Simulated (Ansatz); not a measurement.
Reaction (ligand exchange at the Si–C bond): `FCC([SiH3])Cl` + `N=C(N)O` → `N/C(O)=N\[SiH3]` + `FCCCl`

Computed with Ansatz on PBE0-D4/def2-TZVP structures; ΔE is electronic, products minus reactants. CCSD(T)/CBS adds triple-zeta CCSD(T) − MP2 to the extrapolated MP2 energy (def2 sets, frozen cores). This one scheme is used for every species. Each species was taken in one conformer, which may not be the lowest.

```tsv
species	CCSD(T)/def2-TZVPP energy (Eh)
`FCC([SiH3])Cl`	-928.18503
`N=C(N)O`	-224.91851
`N/C(O)=N\[SiH3]`	-515.19748
`FCCCl`	-637.93548
```

Problem. Work out ΔE.

Solution. ΔE = (-515.19748) + (-637.93548) − (-928.18503) − (-224.91851) = -0.02942 Eh = -77.2 kJ/mol. CCSD(T)/CBS gives -77.8 kJ/mol.

Largest T1 diagnostic among the species: 0.013.

The D4 term adds +3.3 kJ/mol with B3LYP and +1.6 kJ/mol with PBE0; it sums over pairs of atoms, weighted by their polarisabilities, and B3LYP, whose exchange is more repulsive, gets the larger term. From PBE to PBE0 (25 % exact exchange), in def2-TZVPP and without D4, ΔE moves by −4.3 kJ/mol. In def2-TZVPP, CCSD(T) changes the Hartree–Fock value by +19.6 kJ/mol (the triples alone add +2.1 kJ/mol) and MP2 by +16.2 kJ/mol.

B3LYP here is the variant with VWN-RPA as its local correlation; programs differ in this.
